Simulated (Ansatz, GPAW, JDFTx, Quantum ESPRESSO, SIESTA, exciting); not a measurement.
**BN: programs and potentials compared**

```
CELL_PARAMETERS angstrom
0.00000 1.81300 1.81300
1.81300 0.00000 1.81300
1.81300 1.81300 0.00000
ATOMIC_POSITIONS crystal
N 0.25000 0.25000 0.25000
B 0.00000 0.00000 0.00000
```

The cell is a database's computed one, not the measured one.

Alike in all runs: task band structure; functional LDA; k mesh 13 × 13 × 13; occupations fermi-dirac, width 0.05 eV; no spin polarisation; no spin-orbit coupling. LDA stands for any of its common fits. Pressure is positive in compression and, in plane waves, holds the error of the finite cutoff. Gaps are the smaller of the mesh's and the band path's.

```csv
program and potentials,plane-wave cutoff (eV),notes,band gap (eV),pressure (GPa)
"exciting, all-electron LAPW+lo, shipped species files, valence relativity iora*",-,-,4.34,-
"Ansatz, all-electron LAPW, scalar-relativistic",-,-,4.34,-14.10
"JDFTx, PseudoDojo-SR-LDA-0.4.1-standard",1143,-,4.41,-
"GPAW, the program's PAW data sets (release 1.2.1) made for this functional",800,-,4.35,-15.48
"SIESTA, files PseudoDojo sr-lda-0.4.1-standard, DZP (energy shift 0.003 Ry)",-,atomic basis,4.44,-10.90
"Quantum ESPRESSO, PseudoDojo 0.4.1 SR LDA standard",1143,-,4.41,-13.90
```

The band gap spans 4.34 (Ansatz, all-electron LAPW, scalar-relativistic) to 4.44 eV (SIESTA, files PseudoDojo sr-lda-0.4.1-standard, DZP (energy shift 0.003 Ry)), with all-electron results at 4.34. The pressure spans -15.48 (GPAW, the program's PAW data sets (release 1.2.1) made for this functional) to -10.90 GPa (SIESTA, files PseudoDojo sr-lda-0.4.1-standard, DZP (energy shift 0.003 Ry)), with all-electron results at -14.10. The cell lies far from this level's equilibrium. The paths' points differ, which is worth about 0.01 eV. Rows in atomic bases carry the error of their basis and grid, which can be large.

Differences between rows come from potentials, basis sets and numerical settings, since the functional is the same but for its coding. Runs on potential files found faulty are left out.

The band gap of zincblende BN follows the potential more than the program. Quantum ESPRESSO and JDFTx, using the same pseudopotential family, both give 4.41 eV, while GPAW at 4.35 eV lies almost on the all-electron 4.34 eV. The small upward shift therefore probably comes from the pseudopotentials. Agreement in the gap does not carry over to the stress: Quantum ESPRESSO is closer than GPAW to the all-electron pressure.

The wide gap reflects strong, short B–N bonds, which separate the mainly N 2p valence-band top from antibonding conduction states with substantial boron character. Even so, every row falls well below the measured gap, chiefly because the LDA Kohn–Sham gap lacks the derivative discontinuity of the exchange-correlation potential.

The negative pressures show that the cell is stretched relative to LDA equilibrium, as expected from that functional's overbinding. In so stiff a covalent network, a slight lattice mismatch is enough to produce a stress of this size, so the pressures do not imply a large error in bond length.
